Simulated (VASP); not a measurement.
# Nd (Im-3m) in VASP: notebook, part 2 of 3

VASP 6.6.1. The steps go on from the part before.

### 4 Single point, PBE, collinear spin, ferromagnetic start

INCAR reads:

```
SYSTEM = Nd
  ADDGRID = .False.
  ALGO = Normal
  EDIFF = 1E-6
  ENCUT = 280
  GGA = PE
  ISIF = 2
  ISMEAR = -1
  ISPIN = 2
  LASPH = .True.
  LCHARG = .False.
  LMAXMIX = 6
  LORBIT = 11
  LREAL = .False.
  LWAVE = .False.
  MAGMOM = 3
  NBANDS = 16
  NELM = 100
  PREC = Accurate
  SIGMA = 0.1
```

KPOINTS reads:

```
k-points
0
Gamma
  5 5 5
  0 0 0
```

POSCAR reads:

```
Nd
1.0
   -2.0754700287      2.0754700287      2.0754700287
    2.0754700287     -2.0754700287      2.0754700287
    2.0754700287      2.0754700287     -2.0754700287
Nd
1
Direct
    0.0000000000      0.0000000000      0.0000000000
```

Potentials or basis: VASP PAW PBE potentials, release 64 (Nd_3), 4f in core.

Launch:

```
cat potpaw_PBE.64/Nd_3/POTCAR > POTCAR
mpirun -np 1 vasp_std > vasp.out
```

OUTCAR:

```text
SYSTEM = Nd
   EDIFF = 1E-6
   ENCUT = 280
   GGA = PE
   ISIF = 2
   ISMEAR = -1
   ISPIN = 2
   LASPH = .True.
   LORBIT = 11
   LREAL = .False.
   NELM = 100
   PREC = Accurate

 Found     10 irreducible k-points:

 Following reciprocal coordinates:
            Coordinates               Weight
  0.000000  0.000000  0.000000      1.000000
  0.200000  0.000000  0.000000     12.000000
  0.400000  0.000000  0.000000     12.000000
  0.200000  0.200000  0.000000     24.000000
  0.400000  0.200000  0.000000     24.000000
  0.200000  0.200000  0.200000      8.000000
   k-points           NKPTS =     10   k-points in BZ     NKDIM =     10   number of bands    NBANDS=     16
   number of dos      NEDOS =    301   number of ions     NIONS =      1
   total plane-waves  NPLWV =   8000
   dimension x,y,z NGX =    20 NGY =   20 NGZ =   20
   dimension x,y,z NGXF=    40 NGYF=   40 NGZF=   40
   ions per type =               1
   NGX,Y,Z   is equivalent  to a cutoff of   9.25,  9.25,  9.25 a.u.
   NGXF,Y,Z  is equivalent  to a cutoff of  18.50, 18.50, 18.50 a.u.
 SYSTEM =  Nd
   PREC   = accura    normal or accurate (medium, high low for compatibility)
   ISTART =      0    job   : 0-new  1-cont  2-samecut
   ICHARG =      2    charge: 1-file 2-atom 10-const
   ISPIN  =      2    spin polarized calculation?
   LNONCOLLINEAR =      F non collinear calculations
   LSORBIT =      F    spin-orbit coupling
   LASPH  =      T    aspherical Exc in radial PAW
   ENCUT  =  280.0 eV  20.58 Ry    4.54 a.u.   4.90  4.90  4.90*2*pi/ulx,y,z
   NELM   =    100;   NELMIN=  2; NELMDL= -5     # of ELM steps
   EDIFF  = 0.1E-05   stopping-criterion for ELM
   LREAL  =      F    real-space projection
   EDIFFG = 0.1E-04   stopping-criterion for IOM
   NSW    =      0    number of steps for IOM
   IBRION =     -1    ionic relax: 0-MD 1-quasi-New 2-CG
   NFREE  =      0    steps in history (QN), initial steepest desc. (CG)
   ISIF   =      2    stress and relaxation
   ISYM   =      2    0-nonsym 1-usesym 2-fastsym
   POTIM  = 0.5000    time-step for ionic-motion
   TEBEG  =    0.0;   TEEND  =   0.0 temperature during run
   PSTRESS=    0.0 pullay stress
   NELECT =      11.0000    total number of electrons
   NUPDOWN=      -1.0000    fix difference up-down
   EMIN   =  10.00;   EMAX   =-10.00  energy-range for DOS
   EFERMI =   0.00;   METHOD = LEGACY
   ISMEAR =    -1;   SIGMA  =   0.10  broadening in eV -4-tet -1-fermi 0-gaus
   EFERMI_NEDOS =   21; number of points for ismear=-14 and -15
[... 20 lines left out ...]
 number of electron      11.0000000 magnetization       0.6867547

 Free energy of the ion-electron system (eV)
  ---------------------------------------------------
  ext. energy  EPLUGINS =         0.00000000
  ---------------------------------------------------
  free energy    TOTEN  =        -4.59054803 eV

  energy without entropy =       -4.52750351  energy(sigma->0) =       -4.55902577

 E-fermi :   3.3379     XC(G=0):  -9.5848

 val. band max:        3.2144258656   @ k =   0.2000   0.2000   0.0000
 cond. band min:       3.4771867944   @ k =  -0.4000   0.4000   0.2000
 fundamental gap:      0.2627609288
 Fermi energy:         3.3378575653

 spin component 1

 k-point     1 :       0.0000    0.0000    0.0000
  band No.  band energies     occupation
      1     -34.7461      1.00000
      2     -15.3957      1.00000
      3     -15.3957      1.00000
      4     -15.3957      1.00000
      5      -0.8623      1.00000
      6       4.5586      0.00000
[... 91 lines left out ...]
      3     -15.7378      1.00000
      4     -15.7378      1.00000
      5       3.0071      0.96467
      6       3.0071      0.96467
[... 8 lines left out ...]
     15      19.5234      0.00000
     16      20.6818      0.00000

 [... further k-points ...]

 spin component 2

 k-point     1 :       0.0000    0.0000    0.0000
  band No.  band energies     occupation
      1     -34.5982      1.00000
      2     -15.2089      1.00000
      3     -15.2089      1.00000
      4     -15.2089      1.00000
      5      -0.3299      1.00000
      6       5.0013      0.00000
[... 91 lines left out ...]
      3     -15.5384      1.00000
      4     -15.5384      1.00000
      5       3.4820      0.19127
      6       3.4820      0.19127
[... 8 lines left out ...]
     15      20.0592      0.00000
     16      21.2256      0.00000

 [... further k-points ...]
[... 5 lines left out ...]
  --------------------------------------------------------------------------------------
  -------------------------------------------------------------------------------------
  Total        0.1111206      0.1111206      0.1111206      0.0000000      0.0000000      0.0000000
  in kB        4.9784700      4.9784700      4.9784700      0.0000000      0.0000000      0.0000000
  external PRESSURE =       4.9784700 kB  Pullay stress =       0.0000000 kB

 VOLUME and BASIS-vectors are now :
 -----------------------------------------------------------------------------
  energy-cutoff  :      280.00
  volume of cell :       35.76
      direct lattice vectors                 reciprocal lattice vectors
    -2.075470029  2.075470029  2.075470029     0.000000000  0.240909285  0.240909285
     2.075470029 -2.075470029  2.075470029     0.240909285  0.000000000  0.240909285
     2.075470029  2.075470029 -2.075470029     0.240909285  0.240909285  0.000000000

 POSITION                                       TOTAL-FORCE (eV/Angst)
 -----------------------------------------------------------------------------------
      0.00000      0.00000      0.00000         0.000000      0.000000      0.000000
 -----------------------------------------------------------------------------------
    total drift:                                0.000000     -0.000000      0.000000

  FREE ENERGIE OF THE ION-ELECTRON SYSTEM (eV)
  ---------------------------------------------------
  free  energy   TOTEN  =        -4.5905480343 eV

  energy  without entropy=       -4.5275035113  energy(sigma->0) =       -4.55902577

 total charge

# of ion       s       p       d       tot
------------------------------------------
    1        2.152   5.778   0.946   8.876

 magnetization (x)

# of ion       s       p       d       tot
------------------------------------------
    1        0.005   0.023   0.289   0.316
```

Wall time 8.1 s (1 thread of Intel Xeon Platinum 8488C (Sapphire Rapids), shared host); peak memory 0.12 GiB.

The run converged, but some of its settings lie outside the range that counts as converged, so its numbers aren't taken as properties of the crystal.

What came out:

```
Free energy                                           : -4.5905 eV
Pressure                                              : 0.5 GPa
Band gap on the k mesh                                : none (metal or under the smearing width)
Net moment                                            : 0.69 μB per cell
Site moments                                          : Nd +0.32 μB
Valence electrons inside the program's atomic spheres : Nd 8.88
```

Caveat: the k mesh is coarse (spacing up to 0.43 Å⁻¹), so the values aren't converged; the magnetic or orbital state may not be the lowest; spin-orbit coupling is left out, which moves the levels of the heavy elements; the 4f electrons are frozen in the core as for a trivalent ion, so they carry no moment and show no levels.

### 5 Single point, PBE, collinear spin, ferromagnetic start

INCAR: that of step 4 with these lines changed.

```diff
@@ -4,3 +4,3 @@
   EDIFF = 1E-6
-  ENCUT = 280
+  ENCUT = 460
   GGA = PE
```

KPOINTS reads:

```
k-points
0
Gamma
  4 4 4
  0 0 0
```

POSCAR is that of step 4.

Potentials or basis: VASP PAW PBE potentials, release 64 (Nd_3), 4f in core.

Launch:

```
cat potpaw_PBE.64/Nd_3/POTCAR > POTCAR
mpirun -np 1 vasp_std > vasp.out
```

OUTCAR:

```text
SYSTEM = Nd
   EDIFF = 1E-6
   ENCUT = 460
   GGA = PE
   ISIF = 2
   ISMEAR = -1
   ISPIN = 2
   LASPH = .True.
   LORBIT = 11
   LREAL = .False.
   NELM = 100
   PREC = Accurate

 Found      8 irreducible k-points:

 Following reciprocal coordinates:
            Coordinates               Weight
  0.000000  0.000000  0.000000      1.000000
  0.250000  0.000000  0.000000     12.000000
  0.500000  0.000000  0.000000      6.000000
  0.250000  0.250000  0.000000     24.000000
  0.250000  0.250000  0.250000      2.000000
 -0.250000  0.250000  0.250000      6.000000
   k-points           NKPTS =      8   k-points in BZ     NKDIM =      8   number of bands    NBANDS=     16
   number of dos      NEDOS =    301   number of ions     NIONS =      1
   total plane-waves  NPLWV =  21952
   dimension x,y,z NGX =    28 NGY =   28 NGZ =   28
   dimension x,y,z NGXF=    56 NGYF=   56 NGZF=   56
   ions per type =               1
   NGX,Y,Z   is equivalent  to a cutoff of  12.95, 12.95, 12.95 a.u.
   NGXF,Y,Z  is equivalent  to a cutoff of  25.90, 25.90, 25.90 a.u.
 SYSTEM =  Nd
   PREC   = accura    normal or accurate (medium, high low for compatibility)
   ISTART =      0    job   : 0-new  1-cont  2-samecut
   ICHARG =      2    charge: 1-file 2-atom 10-const
   ISPIN  =      2    spin polarized calculation?
   LNONCOLLINEAR =      F non collinear calculations
   LSORBIT =      F    spin-orbit coupling
   LASPH  =      T    aspherical Exc in radial PAW
   ENCUT  =  460.0 eV  33.81 Ry    5.81 a.u.   6.29  6.29  6.29*2*pi/ulx,y,z
   NELM   =    100;   NELMIN=  2; NELMDL= -5     # of ELM steps
   EDIFF  = 0.1E-05   stopping-criterion for ELM
   LREAL  =      F    real-space projection
   EDIFFG = 0.1E-04   stopping-criterion for IOM
   NSW    =      0    number of steps for IOM
   IBRION =     -1    ionic relax: 0-MD 1-quasi-New 2-CG
   NFREE  =      0    steps in history (QN), initial steepest desc. (CG)
   ISIF   =      2    stress and relaxation
   ISYM   =      2    0-nonsym 1-usesym 2-fastsym
   POTIM  = 0.5000    time-step for ionic-motion
   TEBEG  =    0.0;   TEEND  =   0.0 temperature during run
   PSTRESS=    0.0 pullay stress
   NELECT =      11.0000    total number of electrons
   NUPDOWN=      -1.0000    fix difference up-down
   EMIN   =  10.00;   EMAX   =-10.00  energy-range for DOS
   EFERMI =   0.00;   METHOD = LEGACY
   ISMEAR =    -1;   SIGMA  =   0.10  broadening in eV -4-tet -1-fermi 0-gaus
   EFERMI_NEDOS =   21; number of points for ismear=-14 and -15
[... 23 lines left out ...]
 number of electron      11.0000000 magnetization      -0.0014602

 Free energy of the ion-electron system (eV)
  ---------------------------------------------------
  ext. energy  EPLUGINS =         0.00000000
  ---------------------------------------------------
  free energy    TOTEN  =        -4.59224420 eV

  energy without entropy =       -4.50850243  energy(sigma->0) =       -4.55037332

 E-fermi :   3.2806     XC(G=0):  -9.5989

 val. band max:        3.2391024025   @ k =   0.2500   0.2500   0.0000
 cond. band min:       3.4090504174   @ k =  -0.2500   0.2500   0.2500
 fundamental gap:      0.1699480149
 Fermi energy:         3.2806273794

 spin component 1

 k-point     1 :       0.0000    0.0000    0.0000
  band No.  band energies     occupation
      1     -34.6921      1.00000
      2     -15.3212      1.00000
      3     -15.3212      1.00000
      4     -15.3212      1.00000
      5      -0.6105      1.00000
      6       4.7654      0.00000
[... 91 lines left out ...]
      3     -15.6494      1.00000
      4     -15.6494      1.00000
      5       2.0236      1.00000
      6       3.4100      0.21528
[... 8 lines left out ...]
     15      19.4943      0.00000
     16      19.4943      0.00000

 [... further k-points ...]

 spin component 2

 k-point     1 :       0.0000    0.0000    0.0000
  band No.  band energies     occupation
      1     -34.6924      1.00000
      2     -15.3216      1.00000
      3     -15.3216      1.00000
      4     -15.3216      1.00000
      5      -0.6117      1.00000
      6       4.7646      0.00000
[... 91 lines left out ...]
      3     -15.6498      1.00000
      4     -15.6498      1.00000
      5       2.0225      1.00000
      6       3.4091      0.21683
[... 8 lines left out ...]
     15      19.4932      0.00000
     16      19.4932      0.00000

 [... further k-points ...]
[... 5 lines left out ...]
  --------------------------------------------------------------------------------------
  -------------------------------------------------------------------------------------
  Total        0.0848179      0.0848179      0.0848179      0.0000000      0.0000000     -0.0000000
  in kB        3.8000460      3.8000460      3.8000460      0.0000000      0.0000000     -0.0000000
  external PRESSURE =       3.8000460 kB  Pullay stress =       0.0000000 kB

 VOLUME and BASIS-vectors are now :
 -----------------------------------------------------------------------------
  energy-cutoff  :      460.00
  volume of cell :       35.76
      direct lattice vectors                 reciprocal lattice vectors
    -2.075470029  2.075470029  2.075470029     0.000000000  0.240909285  0.240909285
     2.075470029 -2.075470029  2.075470029     0.240909285  0.000000000  0.240909285
     2.075470029  2.075470029 -2.075470029     0.240909285  0.240909285  0.000000000

 POSITION                                       TOTAL-FORCE (eV/Angst)
 -----------------------------------------------------------------------------------
      0.00000      0.00000      0.00000         0.000000     -0.000000     -0.000000
 -----------------------------------------------------------------------------------
    total drift:                                0.000000     -0.000000     -0.000000

  FREE ENERGIE OF THE ION-ELECTRON SYSTEM (eV)
  ---------------------------------------------------
  free  energy   TOTEN  =        -4.5922441988 eV

  energy  without entropy=       -4.5085024345  energy(sigma->0) =       -4.55037332

 total charge

# of ion       s       p       d       tot
------------------------------------------
    1        2.154   5.779   0.940   8.872

 magnetization (x)

# of ion       s       p       d       tot
------------------------------------------
    1       -0.000  -0.000  -0.001  -0.001
```

Wall time 25 s (1 thread of Intel Xeon Platinum 8488C (Sapphire Rapids), shared host); peak memory 0.17 GiB.

These settings aren't checked as converged: the numbers below hold their error.

Results:

```
Free energy                                           : -4.5922 eV
Pressure                                              : 0.4 GPa
Band gap on the k mesh                                : none (metal or under the smearing width)
Net moment                                            : 0.00 μB per cell
Valence electrons inside the program's atomic spheres : Nd 8.87
```

Caveat: the k mesh is coarse (spacing up to 0.54 Å⁻¹), so the values aren't converged; the magnetic or orbital state may not be the lowest; spin-orbit coupling is left out, which moves the levels of the heavy elements; the 4f electrons are frozen in the core as for a trivalent ion, so they carry no moment and show no levels.

(Part 2 of 3 ends here.)
